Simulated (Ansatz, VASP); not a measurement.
**CdSe in VASP and in Ansatz**

File INCAR:

```
SYSTEM = CdSe
PREC = Accurate ; ENCUT = 600
EDIFF = 1E-7 ; ISMEAR = -1
SIGMA = 0.05 ; LREAL = .FALSE.
LASPH = .TRUE. ; NELM = 80
ALGO = Normal ; ISIF = 3
LWAVE = .FALSE. ; LCHARG = .FALSE.
GGA = PS ; IBRION = 2
NSW = 100 ; EDIFFG = -0.002
```

File KPOINTS:

```
Automatic mesh
0
G
  10 10 10
  0 0 0
```

File POSCAR:

```
CdSe
1.0
    3.0702711986      3.0702711986      0.0000000000
   -3.0702711986      3.0702711986      0.0000000000
    0.0000000000      3.0702711986      3.0702711986
Cd Se
1 1
Direct
    0.0000000000      0.0000000000      0.0000000000
    0.7500000000      0.2500000000      0.5000000000
```

Input for Ansatz:

```yaml
crystal:
  lattice:
    - [3.0702711986, 3.0702711986, 0.0]
    - [-3.0702711986, 3.0702711986, 0.0]
    - [0.0, 3.0702711986, 3.0702711986]
  atoms:
    - { symbol: Cd, position: [0.0, 0.0, 0.0] }
    - { symbol: Se, position: [0.75, 0.25, 0.5] }
kpoints:
  mp_grid: { grid: [10, 10, 10] }
scf:
  occupations: { method: fermi_dirac, width: 0.05 }
hamiltonian:
  xc: pbesol
  pseudopotentials: { kind: paw }
relax:
  f_tol: 0.002
  max_steps: 80
  cell: {}
output:
  forces: true
  stress: true
```

Alike in both runs: task relaxation of cell and atoms; functional PBEsol; k mesh 10 × 10 × 10; occupations fermi-dirac, width 0.05 eV; no spin polarisation.

|  | VASP | Ansatz |
| --- | --- | --- |
| version | VASP 6.6.1 | Ansatz 0.2.0 |
| potentials or method | VASP PAW PBE potentials, release 64 (Cd, Se) | PAW with Ansatz's default frozen-core files, scalar-relativistic |
| plane-wave cutoff (eV) | 600 | 420 |
| valence electrons in the cell | 18 | 36 |

```tsv
	VASP	Ansatz	Ansatz less VASP
relaxed volume (Å³/atom)	28.27	28.13	-0.141
relaxed cell length with the largest relative difference (Å)	4.308	4.301	-0.0072
energy change over the relaxation (meV/atom)	-2	-4	-1.3
```

The two sets of potentials don't hold the same shells in valence.

Caveats: the PAW data sets were made with another functional, which shifts forces and pressure a little (VASP).
